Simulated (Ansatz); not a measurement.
# A series in volume scale on Y

Plane-wave DFT, scalar-relativistic PAW made under PBE with cores redone for the functional, no dispersion; the given relaxed cell is scaled uniformly, energy at zero smearing counts from the unscaled cell, pressure at the given Fermi-Dirac smearing is positive in compression. The results are calculated, by Ansatz 0.2.0.

The cell before it is scaled or strained (space group Im-3m, No. 229):
```
Y
1.0
     -2.0427     2.0427     2.0427
      2.0427    -2.0427     2.0427
      2.0427     2.0427    -2.0427
Y
1
Direct
  0.00000 0.00000 0.00000
```

Settings of every row: spin polarised no; functional revPBE; wave cutoff 420 eV; smearing width 0.1 eV; k mesh 18x18x18.

Atom starting moment: 0 on all atoms.

Limits: the cell comes from a prototype or a list of computed structures and needn't be the stable phase.

| row | volume scale | V (Å³/atom) | pressure (GPa) | energy change per atom (meV) |
| --- | --- | --- | --- | --- |
| 1 | 0.88 | 30.002 | ? | ? |
| 2 | 0.92 | 31.366 | 3.46 | 25.39 |
| 3 | 0.96 | 32.73 | 1.59 | 5.38 |
| 4 | 1.04 | 35.457 | -1.36 | 7.08 |
| 5 | 1.08 | 36.821 | -2.51 | 24.77 |
| 6 | 1.12 | 38.185 | -3.49 | 51.48 |

Question: what pressure and energy change per atom should row 1 give?

Worked fit of pressure. Take u = (V_r/V)^(2/3) − 1 with V_r = 35.457 Å³ an atom, which is twice the finite (Eulerian) strain; such expansions in the strain, on which the Birch-Murnaghan equation of state is built, carry the rest volume and the bulk modulus. The shown rows have u = 0.08516, 0.0548, 0, -0.02485, -0.04821. Least squares give pressure = −1.358 + 48.689 × u + 92.74 × u² GPa; a straight line predicts inner rows, each left out in turn, worse (root mean square 0.18 against 0.0028 GPa). All shown rows lie on it to the printed digit. The pressure vanishes at u = 0.0265, or V = 34.09 Å³ an atom, and there the bulk modulus at fixed shape and fractions is B = −V dP/dV = (2/3)(1 + u) dP/du = 36.7 GPa. The withheld row has u = 0.11781, so the fit gives −1.358 + 48.689 × (0.11781) + 92.74 × (0.11781)² = 5.67 GPa.

The calculation gave 5.65 GPa. The fit lies 0.02 GPa (0.22 % of the column's range) above it; its largest miss of a shown row is 0.00 GPa. This row lies beyond the range of the fit.

Worked fit of energy change per atom. Take u = (V_r/V)^(2/3) − 1 with V_r = 35.457 Å³ an atom, which is twice the finite (Eulerian) strain; such expansions in the strain, on which the Birch-Murnaghan equation of state is built, carry the rest volume and the bulk modulus. The shown rows have u = 0.08516, 0.0548, 0, -0.02485, -0.04821. Least squares give energy change per atom = 7.236 − 505.231 × u + 8465.75 × u² meV; a straight line predicts inner rows, each left out in turn, worse (root mean square 16 against 0.52 meV). The rows lie off it by -0.22, 0.41, -0.16, -0.25, 0.21 (root mean square 0.26 meV). The withheld row has u = 0.11781, so the fit gives 7.236 − 505.231 × (0.11781) + 8465.75 × (0.11781)² = 65.21 meV.

The calculation gave 62.59 meV. The fit lies 2.62 meV (4.2 % of the value, 4.6 % of the column's range) above it; its largest miss of a shown row is 0.41 meV. This row lies beyond the range of the fit.
